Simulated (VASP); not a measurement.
Write the native input for VASP 6.6.1 that does the following.

```
Task                   : single point
Functional             : LDA
Potentials or basis    : VASP PAW LDA potentials, release 64 (Ce, O)
Cutoff                 : 520 eV
k mesh                 : 9 × 9 × 9
Occupations            : gaussian, width 0.05 eV
Spin                   : collinear spin, zero start
Starting moments       : [0.0, 0.0] μB
Further INCAR settings : ALGO = Normal; EDIFF = 1e-06; NBANDS = 20
```

The structure of CeO lies in POSCAR:

```
CeO
1.0
    1.2318552300      0.7112119500      3.9303922000
   -1.2318552300      0.7112119500      3.9303922000
    0.0000000000     -1.4224239000      3.9303922000
Ce O
1 1
Direct
    0.5000000000      0.5000000000      0.5000000000
    0.0000000000      0.0000000000      0.0000000000
```

The cell comes from a database or a generator and needn't be the stable form of this composition.

These files were run (other wordings do the same):

INCAR

```
ALGO = Normal
EDIFF = 1E-6
ENCUT = 520
GGA = CA
ISIF = 2
ISMEAR = 0
ISPIN = 2
LASPH = True
LCHARG = True
LELF = True
LMAXMIX = 6
LORBIT = 11
LREAL = False
LVHAR = True
LWAVE = False
MAGMOM = 0 0
NBANDS = 20
NELM = 150
PREC = Accurate
SIGMA = 0.05
```

KPOINTS

```
k-points
0
Gamma
  9 9 9
```

Potentials or basis: VASP PAW LDA potentials, release 64 (Ce, O).

Command:

```sh
$ cat potpaw_LDA.64/Ce/POTCAR potpaw_LDA.64/O/POTCAR > POTCAR
$ mpirun -np 1 vasp_std > vasp.out
```

It gave:

| Item | Value |
| --- | --- |
| Pressure | 110.9 GPa |
| Band gap on the k mesh | none (metal or under the smearing width) |
| Net moment | 0.00 μB per cell |
| Valence electrons inside the program's atomic spheres | Ce 11.64; O 4.97 |

Caveat: the magnetic or orbital state may not be the lowest; a pressure of tens of GPa on the cell as given is suspect, and the run, the potentials or the cell itself is likely at fault; spin-orbit coupling is left out, which moves the levels of the heavy elements; without U or exact exchange the open f shell lies at the Fermi level, which spoils levels, moments and volumes.

It took 3 min on 1 thread of Intel(R) Xeon(R) Platinum 8488C (Sapphire Rapids) (shared host), peak memory 0.22 GiB.
